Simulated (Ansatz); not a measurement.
Level of theory: DFT PBE, scalar-relativistic, plane waves, PAW in Ansatz 0.2.0. Settings: cutoff 420 eV, Γ-centred meshes spaced at most about 0.3 Å⁻¹, and about 0.25 Å⁻¹ or finer for metals (2π included), Gaussian smearing. Spin is collinear.

All energies are static (0 K, no zero-point motion).

Two forms of Cu3Ni2 were relaxed alike.

A. (parallel moments up to 0.5 μB)

```
CELL_PARAMETERS angstrom
-1.26594 1.26594 8.96085
1.26594 -1.26594 8.96085
1.26594 1.26594 -8.96085
ATOMIC_POSITIONS crystal
Cu 0.39722 0.39722 0.00000
Cu 0.00000 0.00000 0.00000
Cu 0.60278 0.60278 0.00000
Ni 0.79700 0.79700 0.00000
Ni 0.20300 0.20300 0.00000
```

B. (parallel moments up to 0.4 μB)

```
CELL_PARAMETERS angstrom
1.26334 0.72939 10.37424
-1.26334 0.72939 10.37424
0.00000 -1.45877 10.37424
ATOMIC_POSITIONS crystal
Cu 0.09858 0.09858 0.09858
Cu 0.90142 0.90142 0.90142
Cu 0.50000 0.50000 0.50000
Ni 0.69881 0.69881 0.69881
Ni 0.30119 0.30119 0.30119
```

Problem. Which placement of the atoms is lower in energy, and by how much?

Solution. They are level within the accuracy (under 1 meV/atom apart). The two share one framework of sites and differ in which element sits where. A has Cu and Ni ordered on fcc sites, space group I4/mmm (No. 139), 11.5 Å³/atom and no gap on its mesh; B has Cu and Ni ordered on fcc sites, space group R-3m (No. 166), 11.5 Å³/atom and no gap. Counting all near atoms (those within 1.25 times the shortest distance at each site), A and B both have Cu 12, Ni 12. In A, around Cu on a site of symmetry 4mm lie 8 Cu at 2.53–2.57 Å and 4 Ni at 2.54 Å; around Cu on a site of symmetry 4/mmm lie 12 Cu at 2.53–2.57 Å; Ni is surrounded by 8 Ni at 2.46–2.53 Å and 4 Cu at 2.54 Å. In B, around Cu on a site of symmetry 3m lie 9 Cu at 2.53–2.57 Å and 3 Ni at 2.53 Å; Cu on a site of symmetry -3m is surrounded by 12 Cu at 2.53–2.57 Å; around Ni lie 9 Ni at 2.48–2.53 Å and 3 Cu at 2.53 Å. Both come from invented guesses.

The k mesh leaves some 4 meV/atom of noise in the energy of each metallic cell. Another magnetic order may lie lower. Cells relaxed within their symmetry can be saddle points.
